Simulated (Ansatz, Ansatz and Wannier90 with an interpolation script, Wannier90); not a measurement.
# AlN (honeycomb monolayer): quasiparticle bands by Wannier interpolation, part 2 of 3

Wanted: quasiparticle gap and band widths of AlN (honeycomb monolayer) over the whole zone.

Ansatz 0.2.0; PBE, Wannier functions and G0W0, plane waves, PAW. Known limits of the many-body steps: not at the basis limit.

So far. Step 2 (PBE bands): The gap is indirect, with the least direct gap 0.72 eV higher.

## Step 4: Wannier functions by Wannier90 (Al:3s Al:3p N:2p) on 24×24×1

Localised functions give a small Hamiltonian that interpolates between mesh points at no cost.

This step: maximally localised Wannier functions from the overlaps of PBE states (plane waves, PAW).

w.win reads:

```
num_iter = 1200
conv_tol = 1.0e-8
conv_window = 5
dis_num_iter = 4000
dis_conv_tol = 1.0e-8
dis_mix_ratio = 0.7
write_hr = true
use_ws_distance = false
num_print_cycles = 50
! ansatz wannier90 interface
! projections by site (counted from 0) and shell: 0 3S, 0 3P, 1 2P
! states of the run's bands (counted from 1): 1-29
num_bands = 29
num_wann  = 7
dis_win_min = -10.29
dis_win_max = 11.44
dis_froz_min = -10.29
dis_froz_max = 0.09
guiding_centres = true
shell_list = 5 1

begin unit_cell_cart
Ang
       3.1269253043229863  -2.8867473209213818e-11                      0.0
      -1.5634626521364932       2.7079967492945265                      0.0
                      0.0                      0.0                     23.2
end unit_cell_cart

begin atoms_frac
Al        0.3333333333333333       0.6666666666666666                      0.5
N         0.6666666666666666       0.3333333333333333                      0.5
end atoms_frac

mp_grid = 24 24 1

[... the mesh's points ...]
```

On the command line:

```console
OMP_NUM_THREADS=1 mpirun -n 8 wannier90.x w > wannier90.x.log
```

Numbers of over 12 decimals in the logs are rounded to 6 here.

The log of the run:

```text
TEM
                                    ------

                              Lattice Vectors (Ang)
                    a_1     3.126925  -0.000000   0.000000
                    a_2    -1.563463   2.707997   0.000000
                    a_3     0.000000   0.000000  23.200000

                   Unit Cell Volume:     196.45072  (Ang^3)

                        Reciprocal-Space Vectors (Ang^-1)
                    b_1     2.009381   1.160117  -0.000000
                    b_2     0.000000   2.320234  -0.000000
                    b_3    -0.000000  -0.000000   0.270827

 *----------------------------------------------------------------------------*
 |   Site       Fractional Coordinate          Cartesian Coordinate (Ang)     |
 +----------------------------------------------------------------------------+
 | al   1   0.33333   0.66667   0.50000   |    0.00000   1.80533  11.60000    |
 | n    1   0.66667   0.33333   0.50000   |    1.56346   0.90267  11.60000    |
 *----------------------------------------------------------------------------*
                                ------------
                                K-POINT GRID
                                ------------

             Grid size = 24 x 24 x  1      Total points =  576

 *---------------------------------- MAIN ------------------------------------*
 |  Number of Wannier Functions               :                 7             |
 |  Number of Objective Wannier Functions     :                 7             |
 |  Number of input Bloch states              :                29             |
 |  Output verbosity (1=low, 5=high)          :                 1             |
 |  Timing Level (1=low, 5=high)              :                 1             |
 |  Optimisation (0=memory, 3=speed)          :                 3             |
 |  Length Unit                               :               Ang             |
 |  Post-processing setup (write *.nnkp)      :                 F             |
 |  Using Gamma-only branch of algorithms     :                 F             |
 *----------------------------------------------------------------------------*
 *------------------------------- WANNIERISE ---------------------------------*
 |  Total number of iterations                :              1200             |
 |  Number of CG steps before reset           :                 5             |
 |  Trial step length for line search         :             2.000             |
 |  Convergence tolerence                     :         0.100E-07             |
 |  Convergence window                        :                 5             |
 |  Iterations between writing output         :                50             |
 |  Iterations between backing up to disk     :               100             |
 |  Write r^2_nm to file                      :                 F             |
 |  Write xyz WF centres to file              :                 F             |
 |  Write on-site energies <0n|H|0n> to file  :                 F             |
 |  Use guiding centre to control phases      :                 T             |
 |  Use phases for initial projections        :                 F             |
 |  Iterations before starting guiding centres:                 0             |
 |  Iterations between using guiding centres  :                 1             |
 *----------------------------------------------------------------------------*
 *------------------------------- DISENTANGLE --------------------------------*
 |  Using band disentanglement                :                 T             |
 |  Total number of iterations                :              4000             |
 |  Mixing ratio                              :             0.700             |
 |  Convergence tolerence                     :         1.000E-08             |
 |  Convergence window                        :                 3             |
 *----------------------------------------------------------------------------*
 *-------------------------------- PLOTTING ----------------------------------*
 |  Plotting Hamiltonian in WF basis          :                 T             |
 *----------------------------------------------------------------------------*

 *---------------------------------- K-MESH ----------------------------------*
 +----------------------------------------------------------------------------+
 |                    Distance to Nearest-Neighbour Shells                    |
 |                    ------------------------------------                    |
 |          Shell             Distance (Ang^-1)          Multiplicity         |
 |          -----             -----------------          ------------         |
 |             1                   0.096676                      6            |
 |             2                   0.167448                      6            |
 |             3                   0.193353                      6            |
 |             4                   0.255782                     12            |
 |             5                   0.270827                      2            |
 |             6                   0.287565                     12            |
 |             7                   0.290029                      6            |
 |             8                   0.318412                     12            |
[...]
------------------------------------------------------------------------------
 Cycle:    200
[...]
WF centre and spread    2  (  0.000000,  1.805331,-11.599993 )     5.55335133
[...]
WF centre and spread    5  (  1.563463,  0.902666,-11.600000 )     1.55495393
[...]
Sum of centres and spreads (  4.690388,  9.929207, 34.800001 )    20.59118384

    200    -0.939E-05     0.0044497423       20.5911838412       6.94  <-- CONV
        O_D=      0.0675509 O_OD=      5.5007764 O_TOT=     20.5911838 <-- SPRD
 Delta: O_D= -0.1884727E-05 O_OD= -0.7509302E-05 O_TOT= -0.9394029E-05 <-- DLTA
 ------------------------------------------------------------------------------
 Cycle:    250
[...]
WF centre and spread    2  (  0.000000,  1.805331,-11.599643 )     5.55339097
[...]
Sum of centres and spreads (  4.690388,  9.929241, 34.800033 )    20.59097708

    250    -0.108E-05     0.0011012097       20.5909770834       7.26  <-- CONV
        O_D=      0.0675551 O_OD=      5.5005654 O_TOT=     20.5909771 <-- SPRD
 Delta: O_D=  0.9899385E-07 O_OD= -0.1175221E-05 O_TOT= -0.1076227E-05 <-- DLTA
 ------------------------------------------------------------------------------
 Cycle:    300
[...]
Sum of centres and spreads (  4.690388,  9.929259, 34.808214 )    20.58466570

    300    -0.130E-02     0.0345546280       20.5846657012       7.58  <-- CONV
        O_D=      0.0685700 O_OD=      5.4932392 O_TOT=     20.5846657 <-- SPRD
 Delta: O_D=  0.5039997E-03 O_OD= -0.1803357E-02 O_TOT= -0.1299357E-02 <-- DLTA
 ------------------------------------------------------------------------------
 Cycle:    350
[...]
Sum of centres and spreads (  4.690388,  9.928720, 34.807365 )    17.71733482

    350    -0.141E-01     0.1848695114       17.7173348215       7.89  <-- CONV
        O_D=      0.1969189 O_OD=      2.4975593 O_TOT=     17.7173348 <-- SPRD
 Delta: O_D= -0.2233809E-02 O_OD= -0.1187620E-01 O_TOT= -0.1411000E-01 <-- DLTA
 ------------------------------------------------------------------------------
 Cycle:    400
[...]
Sum of centres and spreads (  4.690388,  9.928329, 11.600658 )    17.49215157

    400    -0.868E-03     0.0311675889       17.4921515675       8.21  <-- CONV
        O_D=      0.2066618 O_OD=      2.2626332 O_TOT=     17.4921516 <-- SPRD
 Delta: O_D=  0.1383466E-03 O_OD= -0.1006369E-02 O_TOT= -0.8680223E-03 <-- DLTA
 ------------------------------------------------------------------------------
 Cycle:    450
[...]
Sum of centres and spreads (  4.690388,  9.928275, 11.600102 )    17.48007861

    450    -0.354E-04     0.0065130769       17.4800786081       8.53  <-- CONV
        O_D=      0.2078088 O_OD=      2.2494132 O_TOT=     17.4800786 <-- SPRD
 Delta: O_D=  0.2170539E-04 O_OD= -0.5707171E-04 O_TOT= -0.3536631E-04 <-- DLTA
 ------------------------------------------------------------------------------
 Cycle:    500
[...]
Sum of centres and spreads (  4.690388,  9.928265, 11.600018 )    17.47954627

    500    -0.133E-05     0.0016600687       17.4795462658       8.85  <-- CONV
        O_D=      0.2079453 O_OD=      2.2487444 O_TOT=     17.4795463 <-- SPRD
 Delta: O_D= -0.7786341E-06 O_OD= -0.5545782E-06 O_TOT= -0.1333212E-05 <-- DLTA
 ------------------------------------------------------------------------------
 Cycle:    550
[...]
WF centre and spread    3  (  0.000001,  2.233121,-11.599996 )     3.94947628
[...]
WF centre and spread    5  (  1.563463,  0.903068,-11.599989 )     1.61274606
[...]
WF centre and spread    7  (  1.563463,  0.820609, 11.599997 )     1.06897522
  Sum of centres and spreads (  4.690388,  9.928263, 11.600003 )    17.47952102

    550    -0.806E-07     0.0002873088       17.4795210177       9.17  <-- CONV
        O_D=      0.2079711 O_OD=      2.2486934 O_TOT=     17.4795210 <-- SPRD
 Delta: O_D= -0.4489489E-06 O_OD=  0.3683130E-06 O_TOT= -0.8063598E-07 <-- DLTA
 ------------------------------------------------------------------------------

             <<<     Delta < 1.000E-08  over  5 iterations     >>>
             <<< Wannierisation convergence criteria satisfied >>>

 Final State
  WF centre and spread    1  ( -0.000000,  1.887299, 10.135036 )     2.97592736
  WF centre and spread    2  ( -0.000000,  1.887243,-10.135007 )     2.97588727
  WF centre and spread    3  (  0.000001,  2.233125,-11.599999 )     3.94953327
  WF centre and spread    4  ( -0.000000,  1.200742, 11.599969 )     3.76537134
  WF centre and spread    5  (  1.563463,  0.903066,-11.599996 )     1.61273233
  WF centre and spread    6  (  1.563463,  0.996209, 11.600000 )     1.13103787
  WF centre and spread    7  (  1.563463,  0.820577, 11.599998 )     1.06903038
  Sum of centres and spreads (  4.690388,  9.928262, 11.600001 )    17.47951982

         Spreads (Ang^2)       Omega I      =    15.022856568
        ================       Omega D      =     0.207977754
                               Omega OD     =     2.248685495
    Final Spread (Ang^2)       Omega Total  =    17.479519817
 ------------------------------------------------------------------------------

 Writing checkpoint file w.chk... done

 *---------------------------------------------------------------------------*
 |                               PLOTTING                                    |
 *---------------------------------------------------------------------------*

 *===========================================================================*
 |                             TIMING INFORMATION                            |
 *===========================================================================*
 |    Tag                                                Ncalls      Time (s)|
 |---------------------------------------------------------------------------|
 |kmesh: get                                        :         1         0.134|
 |overlap: read                                     :         1         2.099|
 |dis: main                                         :         1         5.894|
 |wann: main                                        :         1         3.786|
 |plot: main                                        :         1         0.043|
 *---------------------------------------------------------------------------*
 All done: wannier90 exiting
```

Run time: 13 s. Hardware: 8 MPI ranks of Arm Neoverse V2, shared host.

Numbers from this step:

- gauge-invariant spread: 15.02 Å²
- diagonal spread: 0.2080 Å²
- off-diagonal spread: 2.249 Å²
- total spread: 17.48 Å²
- disentanglement steps: 522
- r.m.s. interpolation error: 2.52e-4 eV
- r.m.s. error near the gap: 3.13e-4 eV

Near the gap the model misses directly solved bands by 0.3 meV r.m.s. and by 2 meV at most in the window tested. This tests the starting bands, not the corrections carried with them.

Wannier functions, by row:

```csv
function,x (Å),y (Å),z (Å),spread (Å²),nearest atom,distance (Å)
1,0,1.887,10.13,2.976,Al1,1.467
2,0,1.887,-10.13,2.976,Al1,1.467
3,0,2.233,-11.6,3.95,Al1,0.428
4,0,1.201,11.6,3.765,Al1,0.605
5,1.563,0.903,-11.6,1.613,N2,0
6,1.563,0.996,11.6,1.131,N2,0.094
7,1.563,0.821,11.6,1.069,N2,0.082
```

Frozen up to 5.41 eV; above it the model need not follow the bands. The electronic bands at the labelled points (eV, zero at the valence-band top):

```csv
point,band 2,band 3,band 4,band 5,band 6,band 7,band 8
Γ,-2.25,-0.72,-0.72,2.91,4.87,11.96,11.96
halfway,-2.99,-1.45,-1.11,4.51,5.79,9.34,13.88
M,-4.83,-1.45,-0.29,5.32,6.16,8.53,16.26
halfway,-4.53,-2.35,-0.16,5.72,7.14,8.71,13.53
K,-3.83,-3.60,0.00,6.05,8.09,9.17,11.59
halfway,-3.26,-1.53,-1.22,5.00,5.97,9.22,13.86
Γ,-2.25,-0.72,-0.72,2.91,4.87,11.96,11.96
```

The same for Kohn-Sham, solved directly:

```csv
point,band 2,band 3,band 4,band 5,band 6,band 7,band 8
Γ,-2.25,-0.72,-0.72,2.91,4.87,5.49,6.01
M,-4.83,-1.45,-0.29,5.32,6.14,8.31,9.53
K,-3.83,-3.60,0.00,6.03,8.08,8.30,9.14
Γ,-2.25,-0.72,-0.72,2.91,4.87,5.49,6.01
```

The first set of electronic bands as a text plot (rows in eV, shown from -4.8 to 8.9 only):

```
    8.6 |             ++++++++++++++++       +++++
    8.0 |                             +++++++
    7.5 |                           ++       ++
    6.9 |                         ++
    6.3 |                 ++++++++       ++    +++
    5.8 |       ++++++++++        +++++++  ++++++++++++++
    5.2 | ++++++    ++    ++++++++                  ++   +++++++
    4.6 |+        ++                                  +++       +
    4.0 |       ++                                       ++
    3.5 |   ++++                                           ++
    2.9 |+++                                                 ++++
    2.3 |
    1.8 |
    1.2 |
    0.6 |
    0.0 |                       ***************
   -0.5 |*****          ********               ***           ****
   -1.1 | ****************                        **************
   -1.7 |     ******      ********                ***********
   -2.3 |*****  **                **           ***       ********
   -2.8 |         **                **       **       ***
   -3.4 |           **                *******       **
   -4.0 |             **              **************
   -4.5 |               **************
         Γ                   M           K                      Γ
```

## Step 5: G0W0 at every point of the mesh: 12×12×1 mesh, 319 empty bands, screening to 80 eV

G0W0 replaces the xc potential by the self-energy, built once from these orbitals. Only a window of levels is corrected, while the sums run over the empty bands that the input names.

This step: G0W0 on PBE, plane waves, PAW.

input.yaml reads:

```yaml
crystal:
  lattice:
    - [3.1269253043, 0.0, 0.0]
    - [-1.5634626521, 2.7079967493, 0.0]
    - [0.0, 0.0, 23.2]
  atoms:
    - { symbol: Al, position: [0.3333333333, 0.6666666667, 0.5000002682] }
    - { symbol: "N", position: [0.6666666667, 0.3333333333, 0.4999997318] }
  periodic: [true, true, false]
kpoints:
  mp_grid: { grid: [12, 12, 1] }
hamiltonian:
  xc: pbe
scf:
  occupations: { method: fixed }
gw:
  n_empty_bands: 319
  ecut_chi: 80.0
  qp_bands: [v3, c2]
  screening: { model: contour_deformation }
```

On the command line:

```console
ansatz run input.yaml --threads 12 --pin off --max-ram 22118MiB --backend cpu --events-out ev --progress --plain --runs-dir out
```

The log of the run:

```text
[...]
Crystal: 2 atoms, lattice volume = 196.451 Å³
Basis set: ecut = 420 eV, 3809 PW (Γ)
Bands: 8, of which v1, the nominal top of the filled ones, is band 4 counted from 1 (3 counted from 0)
Symmetry: 12 space group operations
[...]
k-points: 19 of 144 (time reversal used)
[...]
SCF iter   1: F=—  HF=-923.230488 eV  |F-HF|=—  |Δ(HF+E_count)|=         —  Δρ=8.14e-4  dr2=9.82e-4  ethr=1.77e-3  ⟨swp⟩=6.6  Hψ=1188  notcnv=0  defer=37
[...]
SCF iter   6: F=-923.233590 eV  HF=-923.233590 eV  |F-HF|=6.38e-9  |Δ(HF+E_count)|=   1.93e-8  Δρ=1.31e-6  dr2=3.58e-9  ethr=1.13e-9  ⟨swp⟩=10.5  Hψ=1261  notcnv=0
SCF 1 converged in 6 iterations: F = -923.233590 eV  dr2 = 3.58e-9
[...]
G₀W₀ screening: q 1/19
[... further progress lines ...]
SCF converged after 6 iterations
Free energy (F): -923.233590 eV
[...]
Internal energy: -923.233590 eV  (E = F + TS)
E sigma→0 (E₀):  -923.233590 eV
Fermi energy:    -5.319380 eV
[...]
--- Band table (eV; the first three rows and the last of 19) ---
[...]
° read free of the cell's end (the report's vacuum.weakly_bound_levels)
--- G₀W₀: contour deformation, 6 samples at zero and on the imaginary axis and 5 off it, 144 q-points, 319 empty bands' worth ---
  eigenvalues of the whole cell's RPA ε∞ on this k-mesh (on a slab, of 1 + 4πα/V) = 1.1065, 1.4547, 1.4547; static W/v taken at q = 0 is 0.838745
  `?` marks the rows in doubt; gw_qp.tsv's column doubts and the gw_qp event give each row's grounds
    ik  band        ε_KS         Σx   Σc(E_QP)       V_xc       Z   E_QP_lin       E_QP  E_QP is
     0     2     -7.5695   -17.0999     2.9517   -12.4565  0.7506    -9.3479    -9.2613  root
     0     3     -6.0349   -22.0940     3.0314   -17.8005  0.7713    -7.3239    -7.2970  root
     0     4     -6.0349   -22.0940     3.0314   -17.8005  0.7713    -7.3239    -7.2970  root
     0     5     -2.4134    -4.3485    -2.2449    -7.6063  0.8542    -1.3890    -1.4005  root
     0     6     -0.4466    -1.6791    -1.0807    -3.3497  0.9064     0.1465     0.1433  root
     1     2     -7.4747   -17.1442     2.9235   -12.5366  0.7519    -9.2427    -9.1588  root
     1     3     -6.4176   -21.6866     3.0328   -17.3442  0.7690    -7.7583    -7.7272  root
     1     4     -6.0904   -22.0775     3.0448   -17.7587  0.7708    -7.3922    -7.3644  root
     1     5     -2.1526    -4.3883    -2.1833    -7.5862  0.8532    -1.1261    -1.1380  root
     1     6     -0.3339    -1.7990    -1.1301    -3.5482  0.9028     0.2890     0.2853  root
     2     2     -7.2977   -21.2015     3.1878   -16.6069  0.7600    -8.7485    -8.7045  root
     2     3     -7.1988   -17.2917     2.8454   -12.7877  0.7554    -8.9335    -8.8574  root
     2     4     -6.2369   -22.0373     3.0800   -17.6545  0.7696    -7.5697    -7.5398  root
     2     5     -1.5553    -4.1345    -2.1694    -7.3246  0.8523    -0.5218    -0.5347  root
[...]
5     2     -9.9017   -20.4064     4.0052   -14.8714  0.7146   -11.5364   -11.4316  root ?
[...]
6     2    -10.1449   -20.2941     4.0856   -14.6783  0.7081   -11.7834   -11.6750  root ?
[...]
11     2    -10.0126   -20.3389     4.0394   -14.7682  0.7117   -11.6514   -11.5440  root ?
[...]
14     2     -9.6784   -20.4582     3.9215   -15.0034  0.7201   -11.3125   -11.2118  root ?
[...]
15     2     -9.8541   -20.3606     3.9776   -14.8470  0.7155   -11.4944   -11.3901  root ?
[...]
18     2     -9.1482   -20.7708     3.7144   -15.5449  0.7310   -10.7407   -10.6597  root
    18     3     -8.9177   -20.3344     3.6743   -15.0761  0.7361   -10.5849   -10.5016  root
    18     4     -5.3194   -19.5447     2.5658   -15.6281  0.7680    -6.7039    -6.6702  root
    18     5      0.7127    -3.9213    -3.2488    -8.3338  0.8173     1.9012     1.8763  root
    18     6      2.7652    -5.2475    -3.6942   -10.2407  0.7673     4.1286     4.0642  root
```

Run time: 4 min. Hardware: 12 threads; peak memory 4.8 GiB.

Numbers from this step:

| Property | Result |
| --- | --- |
| bands summed | 323 |
| plane waves in the screening matrix | 309 |
| q-points in the mesh | 144 |
| G0W0 gap on the mesh | 5.270 eV |
| k of the valence top | 0.3333, 0.3333, 0 |
| k of the conduction bottom | 0, 0, 0 |
| starting gap on the mesh | 2.906 eV |
| Z at the valence top | 0.7680 |
| Z at the conduction bottom | 0.8542 |
| least direct G0W0 gap on the computed points | 5.897 eV |

The gap on the mesh goes from 2.91 eV to 5.27 eV, a correction of +2.36 eV. Between the two edge states, bare exchange in place of the xc potential would open the gap by 7.17 eV, and correlation takes back 4.81 eV.

(Continued in part 3 of 3.)

[Paths, hosts, dates, memory and timing lines, banners, echoed tables and standing remarks are left out of the program output.]

[Logs are printed without paths, hosts, clocks, repeated set-up lines and the standing remarks that a program may print on its own settings, such as how far it seeks lower states.]

[Runs of the session that timed out or met a known fault of the program may be left out.]

[Hosts, paths, dates, database ids (printed as entryN), source tags and the programs' standing remarks are cut or masked in the printed files.]
